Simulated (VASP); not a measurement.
# GaAs: how numerical settings change the zone-centre modes, part 2 of 2

Aim: test the modes of GaAs against the numerical settings. The starting structure is a measured crystal structure from the Crystallography Open Database.

VASP 6.6.1.

Results so far: reference T2 269.3 cm⁻¹.

### 3. Modes with a 5×5×5 mesh

Level of this step: LDA; plane waves and PAW (As, Ga_d) (VASP).

Against step 2 the input has a 5×5×5 mesh.

INCAR

```
SYSTEM = GaAs
PREC = Accurate
ENCUT = 450
EDIFF = 1E-08
NELM = 100
ISMEAR = 0
SIGMA = 0.03
LREAL = .FALSE.
ALGO = Normal
GGA = CA
NBANDS = 15
LORBIT = 11
LWAVE = .FALSE.
LCHARG = .FALSE.
KPAR = 8
IBRION = 8
LEPSILON = .TRUE.
LPEAD = .TRUE.
ISIF = 2
```

POSCAR

```
GaAs
1.0
    0.0000000000      2.8044721310      2.8044721310
    2.8044721310      0.0000000000      2.8044721310
    2.8044721310      2.8044721310      0.0000000000
As Ga
1 1
Direct
    0.7500000000      0.7500000000      0.7500000000
    0.0000000000      0.0000000000      0.0000000000
```

KPOINTS

```
Automatic mesh
0
Gamma
5 5 5
0 0 0
```

Potentials, in the order of the species: As and Ga_d (LDA family, release 64).

Launch:

```sh
mpirun -np 8 vasp_std
```

The program printed:

```text
[banner, memory and clock lines left out]
running    8 mpi-ranks, on    1 nodes
[...]
[... a notice as in an earlier step ...]

 LDA part: xc-table for (Slater(with rela. corr.)+CA(PZ))
 , standard interpolation
 POSCAR, INCAR and KPOINTS ok, starting setup
[...]
entering main loop
       N       E                     dE             d eps       ncg     rms          rms(c)
DAV:   1     0.804321049096E+02    0.80432E+02   -0.83574E+03   300   0.147E+03
DAV:   2    -0.346040819876E+01   -0.83893E+02   -0.80269E+02   335   0.306E+02
DAV:   3    -0.972219870339E+01   -0.62618E+01   -0.62375E+01   356   0.682E+01
DAV:   4    -0.982028118590E+01   -0.98082E-01   -0.98069E-01   328   0.966E+00
[...]
DAV:  11    -0.957307043860E+01   -0.54943E-05   -0.71871E-06   335   0.418E-02    0.245E-03
DAV:  12    -0.957307031981E+01    0.11880E-06   -0.50065E-07   426   0.101E-02    0.195E-03
DAV:  13    -0.957307032189E+01   -0.20841E-08   -0.74516E-08   356   0.216E-03
   1 F= -.95730703E+01 E0= -.95730703E+01  d E =-.245566E-14
[...]
RMM:  20    -0.447011792607E-01    0.72143E-08   -0.14322E-05   391   0.175E-04    0.508E-07
 first order change of Fermi-energy  -0.50785E-04
 force on displaced ion       1 direction 1 :  -9.733   0.000   0.000
 Born effective charge ion    1 direction 1 :  -2.026   0.000   0.000
 Linear response progress:
  Degree of freedom:   2/  2
       N       E                     dE             d eps       ncg     rms          rms(c)
RMM:   1    -0.167296074925E+00   -0.16730E+00    0.11053E-01  1021   0.853E+00
RMM:   2    -0.165221567130E+00    0.20745E-02   -0.21701E-02  1500   0.133E+00    0.444E-02
RMM:   3    -0.165735524244E+00   -0.51396E-03   -0.34625E-03  1567   0.399E-01    0.279E-02
RMM:   4    -0.165617676562E+00    0.11785E-03   -0.21034E-03  1675   0.181E-01    0.915E-03
[...]
RMM:  15    -0.165578539143E+00   -0.11258E-06   -0.20624E-05  1596   0.437E-04    0.240E-07
RMM:  16    -0.165578546276E+00   -0.71324E-08   -0.20509E-05  1187   0.431E-04    0.138E-07
RMM:  17    -0.165578541545E+00    0.47305E-08   -0.20562E-05  1070   0.429E-04    0.460E-08
 first order change of Fermi-energy   0.21162E-03
 force on displaced ion       2 direction 1 :  -9.717  -0.000  -0.000
 Born effective charge ion    2 direction 1 :   2.029   0.000   0.000
 Born effective charges drift removed
 Linear response finished
```

It took 19 s on 8 MPI ranks of Intel Xeon 6975P-C (Granite Rapids), shared host; peak memory 1.8 GiB.

From OUTCAR (step 3):

```text
  Total        0.0060083      0.0060083      0.0060083      0.0000000     -0.0000000     -0.0000000
  in kB        0.2182116      0.2182116      0.2182116      0.0000000     -0.0000000     -0.0000000
  external PRESSURE =       0.2182116 kB  Pullay stress =       0.0000000 kB

 MACROSCOPIC STATIC DIELECTRIC TENSOR (including local field effects in DFT)
 ------------------------------------------------------
          12.802017     0.000000    -0.000000
           0.000000    12.802017     0.000000
           0.000000    -0.000000    12.802017
 ------------------------------------------------------

 MACROSCOPIC STATIC DIELECTRIC TENSOR IONIC CONTRIBUTION
 ------------------------------------------------------
           1.742872     0.000000    -0.000000
           0.000000     1.742872    -0.000000
          -0.000000    -0.000000     1.742872
 ------------------------------------------------------

[... 2 parts as in an earlier step ...]

[... 1 further part left out ...]
```

With a 5×5×5 mesh the mode is T2 270.6 cm⁻¹, +1.3 cm⁻¹ from the reference.

### 4. Modes with a cutoff of 280 eV

Against step 2 the input has ENCUT = 280.

Changes to INCAR since step 3:

```diff
@@ -2,3 +2,3 @@
 PREC = Accurate
-ENCUT = 450
+ENCUT = 280
 EDIFF = 1E-08
```

POSCAR is that of step 3.

KPOINTS

```
Automatic mesh
0
Gamma
10 10 10
0 0 0
```

Launch:

```sh
mpirun -np 8 vasp_std
```

The program printed:

```text
[... set-up lines as in an earlier step ...]
 entering main loop
       N       E                     dE             d eps       ncg     rms          rms(c)
DAV:   1     0.641767151665E+02    0.64177E+02   -0.67808E+03  1425   0.119E+03
DAV:   2    -0.533189925766E+01   -0.69509E+02   -0.66714E+02  1662   0.239E+02
DAV:   3    -0.981519343893E+01   -0.44833E+01   -0.44746E+01  1641   0.561E+01
DAV:   4    -0.987121764626E+01   -0.56024E-01   -0.56019E-01  1777   0.695E+00
[...]
DAV:  11    -0.963862989461E+01   -0.47576E-05   -0.63138E-06  1592   0.378E-02    0.243E-03
DAV:  12    -0.963862979166E+01    0.10295E-06   -0.42146E-07  1924   0.865E-03    0.188E-03
DAV:  13    -0.963862979212E+01   -0.45475E-09   -0.62596E-08  1732   0.196E-03
   1 F= -.96386298E+01 E0= -.96386298E+01  d E =-.326978E-11
 Linear response reoptimize wavefunctions to high precision
DAV:   1    -0.963862979206E+01    0.53205E-10   -0.12243E-09  1375   0.282E-04
DAV:   2    -0.963862979208E+01   -0.16371E-10   -0.11617E-10  1027   0.109E-04
 Linear response to external field (no local field effect), progress :
[...]
RMM:  14    -0.444164836994E-01    0.15884E-07    0.33081E-07  4694   0.112E-05    0.666E-08
 first order change of Fermi-energy   0.38955E+00
 force on displaced ion       1 direction 1 :  -9.657  -0.000  -0.000
 Born effective charge ion    1 direction 1 :  -2.045   0.000   0.000
 Linear response progress:
  Degree of freedom:   2/  2
       N       E                     dE             d eps       ncg     rms          rms(c)
RMM:   1    -0.167495539143E+00   -0.16750E+00    0.85775E-02  6490   0.823E+00
RMM:   2    -0.165521577385E+00    0.19740E-02   -0.24641E-02  9728   0.128E+00    0.449E-02
RMM:   3    -0.165728062868E+00   -0.20649E-03   -0.35300E-03  9995   0.372E-01    0.278E-02
RMM:   4    -0.165552821356E+00    0.17524E-03   -0.13744E-03 10743   0.161E-01    0.930E-03
[...]
RMM:  16    -0.165559390552E+00   -0.35209E-08   -0.40251E-07  7991   0.332E-05    0.400E-07
RMM:  17    -0.165559405318E+00   -0.14766E-07   -0.36353E-07  7559   0.305E-05    0.125E-07
RMM:  18    -0.165559383668E+00    0.21650E-07   -0.36071E-07  7369   0.292E-05    0.643E-08
 first order change of Fermi-energy  -0.39254E+00
 force on displaced ion       2 direction 1 :  -9.693   0.000   0.000
 Born effective charge ion    2 direction 1 :   2.044   0.000   0.000
 Born effective charges drift removed
 Linear response finished
```

It took 24 s on 8 MPI ranks; peak memory 2.2 GiB.

From OUTCAR (step 4):

```text
  Total       -0.1266477     -0.1266477     -0.1266477     -0.0000000      0.0000000      0.0000000
  in kB       -4.5996466     -4.5996466     -4.5996466     -0.0000000      0.0000000      0.0000000
  external PRESSURE =      -4.5996466 kB  Pullay stress =       0.0000000 kB

 POSITION                                       TOTAL-FORCE (eV/Angst)
 -----------------------------------------------------------------------------------
      4.20671      4.20671      4.20671         0.000000      0.000000      0.000000
      0.00000      0.00000      0.00000        -0.000000     -0.000000     -0.000000
 -----------------------------------------------------------------------------------
    total drift:                               -0.000003     -0.000003     -0.000002

 MACROSCOPIC STATIC DIELECTRIC TENSOR (including local field effects in DFT)
 ------------------------------------------------------
          13.549714     0.000000     0.000000
          -0.000000    13.549714     0.000000
           0.000000     0.000000    13.549714
 ------------------------------------------------------

 MACROSCOPIC STATIC DIELECTRIC TENSOR IONIC CONTRIBUTION
 ------------------------------------------------------
           1.779952     0.000000     0.000000
           0.000000     1.779952     0.000000
           0.000000     0.000000     1.779952
 ------------------------------------------------------

[... 1 part as in an earlier step ...]

[... 1 further part left out ...]
```

With a cutoff of 280 eV the mode is T2 269.9 cm⁻¹, +0.6 cm⁻¹ from the reference.

### 5. Modes with a 12×12×12 mesh

Against step 2 the input has a 12×12×12 mesh.

Changes to INCAR since step 4:

```diff
@@ -2,3 +2,3 @@
 PREC = Accurate
-ENCUT = 280
+ENCUT = 450
 EDIFF = 1E-08
```

POSCAR is that of step 4.

KPOINTS

```
Automatic mesh
0
Gamma
12 12 12
0 0 0
```

Launch:

```sh
mpirun -np 8 vasp_std
```

The program printed:

```text
[... set-up lines as in an earlier step ...]
 entering main loop
       N       E                     dE             d eps       ncg     rms          rms(c)
DAV:   1     0.775440483611E+02    0.77544E+02   -0.83423E+03  2216   0.154E+03
DAV:   2    -0.379055972524E+01   -0.81335E+02   -0.77533E+02  2503   0.298E+02
DAV:   3    -0.978027020033E+01   -0.59897E+01   -0.59720E+01  2615   0.666E+01
DAV:   4    -0.987395981069E+01   -0.93690E-01   -0.93675E-01  2591   0.931E+00
[...]
DAV:  11    -0.964176254558E+01   -0.47826E-05   -0.65803E-06  2468   0.399E-02    0.242E-03
DAV:  12    -0.964176243537E+01    0.11021E-06   -0.46740E-07  3144   0.976E-03    0.192E-03
DAV:  13    -0.964176243646E+01   -0.10937E-08   -0.68283E-08  2678   0.209E-03
   1 F= -.96417624E+01 E0= -.96417624E+01  d E =-.467474E-12
 Linear response reoptimize wavefunctions to high precision
DAV:   1    -0.964176243656E+01   -0.94587E-10   -0.12432E-09  2177   0.292E-04
DAV:   2    -0.964176243657E+01   -0.15007E-10   -0.11009E-10  1577   0.110E-04
 Linear response to external field (no local field effect), progress :
[...]
RMM:  14    -0.445032066361E-01    0.91840E-08    0.35146E-10  8655   0.397E-06    0.178E-07
 first order change of Fermi-energy   0.19471E+00
 force on displaced ion       1 direction 1 :  -9.639   0.000   0.000
 Born effective charge ion    1 direction 1 :  -2.048   0.000   0.000
 Linear response progress:
  Degree of freedom:   2/  2
       N       E                     dE             d eps       ncg     rms          rms(c)
RMM:   1    -0.167287209986E+00   -0.16729E+00    0.10511E-01 10626   0.851E+00
RMM:   2    -0.165529904964E+00    0.17573E-02   -0.25454E-02 16046   0.136E+00    0.441E-02
RMM:   3    -0.165774707366E+00   -0.24480E-03   -0.34698E-03 16724   0.399E-01    0.279E-02
RMM:   4    -0.165640533213E+00    0.13417E-03   -0.16170E-03 17758   0.172E-01    0.925E-03
[...]
RMM:  13    -0.165622060807E+00    0.37379E-07   -0.29228E-07 17289   0.534E-05    0.133E-06
RMM:  14    -0.165622124398E+00   -0.63591E-07   -0.12054E-07 17711   0.277E-05    0.264E-07
RMM:  15    -0.165622079539E+00    0.44859E-07   -0.88466E-08 14519   0.154E-05    0.793E-08
 first order change of Fermi-energy  -0.19363E+00
 force on displaced ion       2 direction 1 :  -9.621  -0.000  -0.000
 Born effective charge ion    2 direction 1 :   2.046   0.000   0.000
 Born effective charges drift removed
 Linear response finished
```

Wall time 80 s (8 MPI ranks); peak memory 4.7 GiB; 10 min of CPU time.

OUTCAR, selected parts (step 5):

```text
  Total        0.0032470      0.0032470      0.0032470      0.0000000      0.0000000     -0.0000000
  in kB        0.1179250      0.1179250      0.1179250      0.0000000      0.0000000     -0.0000000
  external PRESSURE =       0.1179250 kB  Pullay stress =       0.0000000 kB

 MACROSCOPIC STATIC DIELECTRIC TENSOR (including local field effects in DFT)
 ------------------------------------------------------
          13.650374     0.000000    -0.000000
           0.000000    13.650374    -0.000000
          -0.000000    -0.000000    13.650374
 ------------------------------------------------------

 MACROSCOPIC STATIC DIELECTRIC TENSOR IONIC CONTRIBUTION
 ------------------------------------------------------
           1.791890     0.000000     0.000000
           0.000000     1.791890    -0.000000
           0.000000    -0.000000     1.791890
 ------------------------------------------------------

[... 2 parts as in an earlier step ...]

[... 1 further part left out ...]
```

With a 12×12×12 mesh the mode is T2 269.3 cm⁻¹, as with the reference.

### 6. Modes with finite displacements

Against step 2 the input has IBRION = 6, NFREE = 2, POTIM = 0.015, no LEPSILON and no LPEAD (also changed: NSW).

Changes to INCAR since step 5:

```diff
@@ -15,5 +15,6 @@
 KPAR = 8
-IBRION = 8
-LEPSILON = .TRUE.
-LPEAD = .TRUE.
+IBRION = 6
+NFREE = 2
+POTIM = 0.015
+NSW = 1
 ISIF = 2
```

POSCAR is that of step 5.

KPOINTS

```
Automatic mesh
0
Gamma
10 10 10
0 0 0
```

Launch:

```sh
mpirun -np 8 vasp_std
```

The program printed:

```text
[... set-up lines as in an earlier step ...]
 entering main loop
       N       E                     dE             d eps       ncg     rms          rms(c)
[... 13 cycles as in an earlier step ...]
   1 F= -.96407559E+01 E0= -.96407559E+01  d E =-.266545E-11
[...]
2 F= -.96396712E+01 E0= -.96396712E+01  d E =-.904752E-18
[...]
3 F= -.96396712E+01 E0= -.96396712E+01  d E =-.231364E-16
[...]
4 F= -.96396761E+01 E0= -.96396761E+01  d E =-.329552E-16
[...]
5 F= -.96396761E+01 E0= -.96396761E+01  d E =-.342971E-16
 Finite differences progress:
  Degree of freedom:   2/  2
  Displacement:        2/  2
  Total:               4/  4
```

Run time: 15 s. Hardware: 8 MPI ranks; peak memory 2.3 GiB.

Parts of OUTCAR (step 6):

```text
  Total        0.0015355      0.0040990      0.0040990      0.0000000      0.1150445      0.0000000
  in kB        0.0557679      0.1488703      0.1488703      0.0000000      4.1782366      0.0000000
  external PRESSURE =       0.1178362 kB  Pullay stress =       0.0000000 kB

 POSITION                                       TOTAL-FORCE (eV/Angst)
 -----------------------------------------------------------------------------------
      4.20671      4.20671      4.20671        -0.144361      0.000000      0.000000
     -0.01500      0.00000      0.00000         0.144361      0.000000      0.000000
 -----------------------------------------------------------------------------------
    total drift:                               -0.000729     -0.000001     -0.000001

  FREE ENERGIE OF THE ION-ELECTRON SYSTEM (eV)
  ---------------------------------------------------
  free  energy   TOTEN  =        -9.6396760663 eV

  energy  without entropy=       -9.6396760663  energy(sigma->0) =       -9.63967607

[... 2 parts as in an earlier step ...]

[... 1 further part left out ...]
[key lines of the parts left out:]
E-fermi :   4.2330
```

The last energy, forces and stress in OUTCAR belong to the last displaced cell, not to that of POSCAR.

With finite displacements the mode is T2 269.3 cm⁻¹, as with the reference.

### 7. Comparison

```
                 run     T2                method  core minutes
           reference  269.3   perturbation theory          7.07
        a 5×5×5 mesh  270.6   perturbation theory          2.56
  a cutoff of 280 eV  269.9   perturbation theory           3.2
     a 12×12×12 mesh  269.3   perturbation theory          10.7
finite displacements  269.3  finite displacements           2.0
```

Modes are in cm⁻¹, degenerate ones as one, matched between runs by symmetry and order. A number in brackets counts the listed modes of one symmetry from the lowest. The symmetry labels come from an automatic analysis and can be wrong where levels nearly coincide. Core minutes are wall time times ranks of the run shown, on a shared host.

### 8. What came out

```
T2, reference            : 269.3 cm⁻¹
T2, a 5×5×5 mesh         : 270.6 cm⁻¹
T2, a cutoff of 280 eV   : 269.9 cm⁻¹
T2, a 12×12×12 mesh      : 269.3 cm⁻¹
T2, finite displacements : 269.3 cm⁻¹
```

The largest change comes with a 5×5×5 mesh: +1.3 cm⁻¹ in T2. On finer settings the modes change by less than 0.1 cm⁻¹ with a 12×12×12 mesh. Other changes move the modes by more: +1.3 cm⁻¹ in T2 with a 5×5×5 mesh and +0.6 cm⁻¹ in T2 with a cutoff of 280 eV. The dielectric constants and Born charges in the logs aren't compared here; at a small gap they can be far off, and in a run without a gap they mean nothing. The frequencies are harmonic, and the splitting of polar modes by their long-range field is left out. Further runs on this material are not shown.

[Lines on the potential files, build, host, timing and source positions are cut from VASP's logs without a mark.]

[Logs are printed without paths, hosts, clocks, repeated set-up lines and the standing remarks that a program may print on its own settings, such as how far it seeks lower states.]

[Hosts, paths, dates, database ids (printed as entryN), source tags and the programs' standing remarks are cut or masked in the printed files.]
